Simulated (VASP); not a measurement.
A run of VASP 6.6.1 is set up as follows.

Contents of INCAR:

```
SYSTEM = CoO
  PREC = Accurate
  ENCUT = 520
  EDIFF = 1E-7
  ISMEAR = 1
  SIGMA = 0.1
  LREAL = .FALSE.
  LASPH = .TRUE.
  NELM = 150
  ALGO = Normal
  ISIF = 2
  LWAVE = .FALSE.
  LCHARG = .FALSE.
  ISPIN = 2
  MAGMOM = 2 0
  LORBIT = 11
  LMAXMIX = 4
  LDAU = .TRUE.
  LDAUTYPE = 2
  LDAUL = 2 -1
  LDAUU = 7 0
  LDAUJ = 0 0
  LDAUPRINT = 1
  GGA = PS
  IVDW = 13
  NBANDS = 18
```

KPOINTS

```
Automatic mesh
0
G
  10 10 10
  0 0 0
```

The input POSCAR:

```
CoO
1.0
    1.6022198417      0.9250420569      2.5664708903
   -1.6022198417      0.9250420569      2.5664708903
    0.0000000000     -1.8500841138      2.5664708903
Co O
1 1
Direct
    0.9989783200      0.9989783200      0.9989783200
    0.7510210300      0.7510210300      0.7510210300
```

Potentials or basis: VASP PAW PBE potentials, release 64 (Co, O).

Launch:

```bash
$ cat potpaw_PBE.64/Co/POTCAR potpaw_PBE.64/O/POTCAR > POTCAR
$ mpirun -np 1 vasp_std > vasp.out
```

Question: Predict the site moments.

Answer: Co +2.84; O +0.11 μB.

Question: Estimate the dispersion energy per atom.

Answer: -0.136 eV.

Question: Estimate the net moment.

Answer: 3.00 μB per cell.

Eigenvalues of the final occupation matrices:
```csv
site,spin,trace,eigenvalues
site 1 d,1,5.01,0.99 0.99 1.01 1.01 1.02
site 1 d,2,2.24,0.09 0.09 0.10 0.98 0.98
```

Caveat: a cell with one magnetic atom can't hold antiferromagnetic order, which such compounds often take. The state reached can hang on the start; a lower one may exist.
